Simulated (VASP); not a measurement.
# Al: drag along a line

Al, slab, 13 atoms in the cell. PBE, constrained relaxations along a path; PAW potentials Al (PBE set).

Path: drag along a line, Al hops from a hollow site to the next hollow site of Al(100).

## Input

INCAR:
```
SYSTEM = Al
PREC     = Normal         ! precision mode
ENCUT    = 250            ! plane-wave cutoff, eV
EDIFF    = 1E-6           ! SCF threshold, eV
ISMEAR   = 1              ! smearing method
SIGMA    = 0.1            ! smearing width, eV
LREAL    = .FALSE.        ! projectors in reciprocal space
LASPH    = .TRUE.         ! aspherical terms in the spheres
NELM     = 100            ! most SCF steps
ALGO     = Normal         ! electronic algorithm
LWAVE    = .FALSE.        ! write WAVECAR
LCHARG   = .FALSE.        ! write CHGCAR
IBRION   = 2              ! ionic algorithm
NSW      = 60             ! ionic steps
ISIF     = 2              ! what is computed and relaxed
EDIFFG   = -0.03          ! ionic threshold
POTIM    = 0.5            ! step
KPAR     = 2             
```

KPOINTS:
```
k-points
0
Gamma
  3 3 1
```

POSCAR.step1:
```
Al
1.0
    6.3648747600      0.0000000000      0.0000000000
    0.0000000000      6.3648747600      0.0000000000
    0.0000000000      0.0000000000     18.3524373800
Al
13
Selective dynamics
Direct
    0.0000000000      0.0000000000      0.3269320514  F F F
    0.5000000000      0.0000000000      0.3269320514  F F F
    0.0000000000      0.5000000000      0.3269320514  F F F
    0.5000000000      0.5000000000      0.3269320514  F F F
    0.2500000000      0.2500000000      0.4136354498  T T T
    0.7500000000      0.2500000000      0.4136354498  T T T
    0.2500000000      0.7500000000      0.4136354498  T T T
    0.7500000000      0.7500000000      0.4136354498  T T T
    0.0000000000      0.0000000000      0.5003388482  T T T
    0.5000000000      0.0000000000      0.5003388482  T T T
    0.0000000000      0.5000000000      0.5003388482  T T T
    0.5000000000      0.5000000000      0.5003388482  T T T
    0.2500000000      0.2500000000      0.5657252585  F T T
```

POSCAR.step2:
```
Al
1.0
    6.3648747600      0.0000000000      0.0000000000
    0.0000000000      6.3648747600      0.0000000000
    0.0000000000      0.0000000000     18.3524373800
Al
13
Selective dynamics
Direct
    0.0000000000      0.0000000000      0.3269320514  F F F
    0.5000000000      0.0000000000      0.3269320514  F F F
    0.0000000000      0.5000000000      0.3269320514  F F F
    0.5000000000      0.5000000000      0.3269320514  F F F
    0.2500000000      0.2500000000      0.4136354498  T T T
    0.7500000000      0.2500000000      0.4136354498  T T T
    0.2500000000      0.7500000000      0.4136354498  T T T
    0.7500000000      0.7500000000      0.4136354498  T T T
    0.0000000000      0.0000000000      0.5003388482  T T T
    0.5000000000      0.0000000000      0.5003388482  T T T
    0.0000000000      0.5000000000      0.5003388482  T T T
    0.5000000000      0.5000000000      0.5003388482  T T T
    0.1500000000      0.2500000000      0.5657252585  F T T
```

POSCAR.step3:
```
Al
1.0
    6.3648747600      0.0000000000      0.0000000000
    0.0000000000      6.3648747600      0.0000000000
    0.0000000000      0.0000000000     18.3524373800
Al
13
Selective dynamics
Direct
    0.0000000000      0.0000000000      0.3269320514  F F F
    0.5000000000      0.0000000000      0.3269320514  F F F
    0.0000000000      0.5000000000      0.3269320514  F F F
    0.5000000000      0.5000000000      0.3269320514  F F F
    0.2500000000      0.2500000000      0.4136354498  T T T
    0.7500000000      0.2500000000      0.4136354498  T T T
    0.2500000000      0.7500000000      0.4136354498  T T T
    0.7500000000      0.7500000000      0.4136354498  T T T
    0.0000000000      0.0000000000      0.5003388482  T T T
    0.5000000000      0.0000000000      0.5003388482  T T T
    0.0000000000      0.5000000000      0.5003388482  T T T
    0.5000000000      0.5000000000      0.5003388482  T T T
    0.0750000000      0.2500000000      0.5657252585  F T T
```

POSCAR.step4:
```
Al
1.0
    6.3648747600      0.0000000000      0.0000000000
    0.0000000000      6.3648747600      0.0000000000
    0.0000000000      0.0000000000     18.3524373800
Al
13
Selective dynamics
Direct
    0.0000000000      0.0000000000      0.3269320514  F F F
    0.5000000000      0.0000000000      0.3269320514  F F F
    0.0000000000      0.5000000000      0.3269320514  F F F
    0.5000000000      0.5000000000      0.3269320514  F F F
    0.2500000000      0.2500000000      0.4136354498  T T T
    0.7500000000      0.2500000000      0.4136354498  T T T
    0.2500000000      0.7500000000      0.4136354498  T T T
    0.7500000000      0.7500000000      0.4136354498  T T T
    0.0000000000      0.0000000000      0.5003388482  T T T
    0.5000000000      0.0000000000      0.5003388482  T T T
    0.0000000000      0.5000000000      0.5003388482  T T T
    0.5000000000      0.5000000000      0.5003388482  T T T
    0.0000000000      0.2500000000      0.5657252585  F T T
```

POSCAR.step5:
```
Al
1.0
    6.3648747600      0.0000000000      0.0000000000
    0.0000000000      6.3648747600      0.0000000000
    0.0000000000      0.0000000000     18.3524373800
Al
13
Selective dynamics
Direct
    0.0000000000      0.0000000000      0.3269320514  F F F
    0.5000000000      0.0000000000      0.3269320514  F F F
    0.0000000000      0.5000000000      0.3269320514  F F F
    0.5000000000      0.5000000000      0.3269320514  F F F
    0.2500000000      0.2500000000      0.4136354498  T T T
    0.7500000000      0.2500000000      0.4136354498  T T T
    0.2500000000      0.7500000000      0.4136354498  T T T
    0.7500000000      0.7500000000      0.4136354498  T T T
    0.0000000000      0.0000000000      0.5003388482  T T T
    0.5000000000      0.0000000000      0.5003388482  T T T
    0.0000000000      0.5000000000      0.5003388482  T T T
    0.5000000000      0.5000000000      0.5003388482  T T T
   -0.0750000000      0.2500000000      0.5657252585  F T T
```

POSCAR.step6:
```
Al
1.0
    6.3648747600      0.0000000000      0.0000000000
    0.0000000000      6.3648747600      0.0000000000
    0.0000000000      0.0000000000     18.3524373800
Al
13
Selective dynamics
Direct
    0.0000000000      0.0000000000      0.3269320514  F F F
    0.5000000000      0.0000000000      0.3269320514  F F F
    0.0000000000      0.5000000000      0.3269320514  F F F
    0.5000000000      0.5000000000      0.3269320514  F F F
    0.2500000000      0.2500000000      0.4136354498  T T T
    0.7500000000      0.2500000000      0.4136354498  T T T
    0.2500000000      0.7500000000      0.4136354498  T T T
    0.7500000000      0.7500000000      0.4136354498  T T T
    0.0000000000      0.0000000000      0.5003388482  T T T
    0.5000000000      0.0000000000      0.5003388482  T T T
    0.0000000000      0.5000000000      0.5003388482  T T T
    0.5000000000      0.5000000000      0.5003388482  T T T
   -0.1500000000      0.2500000000      0.5657252585  F T T
```

POSCAR.step7:
```
Al
1.0
    6.3648747600      0.0000000000      0.0000000000
    0.0000000000      6.3648747600      0.0000000000
    0.0000000000      0.0000000000     18.3524373800
Al
13
Selective dynamics
Direct
    0.0000000000      0.0000000000      0.3269320514  F F F
    0.5000000000      0.0000000000      0.3269320514  F F F
    0.0000000000      0.5000000000      0.3269320514  F F F
    0.5000000000      0.5000000000      0.3269320514  F F F
    0.2500000000      0.2500000000      0.4136354498  T T T
    0.7500000000      0.2500000000      0.4136354498  T T T
    0.2500000000      0.7500000000      0.4136354498  T T T
    0.7500000000      0.7500000000      0.4136354498  T T T
    0.0000000000      0.0000000000      0.5003388482  T T T
    0.5000000000      0.0000000000      0.5003388482  T T T
    0.0000000000      0.5000000000      0.5003388482  T T T
    0.5000000000      0.5000000000      0.5003388482  T T T
   -0.2500000000      0.2500000000      0.5657252585  F T T
```

Commands (each step's output is kept before the next begins):
```
cat potpaw_PBE.64/Al/POTCAR > POTCAR
cp POSCAR.step1 POSCAR
mpirun -np 4 vasp_std > vasp.out
cp POSCAR.step2 POSCAR
mpirun -np 4 vasp_std > vasp.out
cp POSCAR.step3 POSCAR
mpirun -np 4 vasp_std > vasp.out
cp POSCAR.step4 POSCAR
mpirun -np 4 vasp_std > vasp.out
cp POSCAR.step5 POSCAR
mpirun -np 4 vasp_std > vasp.out
cp POSCAR.step6 POSCAR
mpirun -np 4 vasp_std > vasp.out
cp POSCAR.step7 POSCAR
mpirun -np 4 vasp_std > vasp.out
```

## Result

- Barrier (eV): 0.886
- Ionic steps, all stages: 225
- Electronic steps, all stages: 2357

Energy along the pull:

| Share of the way | Energy above the start (eV) |
|---|---|
| 0 | 0.000 |
| 0.2 | 0.223 |
| 0.35 | 0.566 |
| 0.5 | 0.886 |
| 0.65 | 0.566 |
| 0.8 | 0.223 |
| 1 | -0.000 |

The slab is body-centred cubic Al(100), which isn't the element's stable structure, in-plane cell 6.36 × 6.36 Å, with 3 × 3 k points.

Limits: the adatom repeats in each 2 x 2 surface cell, and the slab has three layers.

VASP 6.6.1 took 1228 s on 4 cores (Intel Xeon Platinum 8375C @ 2.90GHz (Ice Lake)), a shared host.
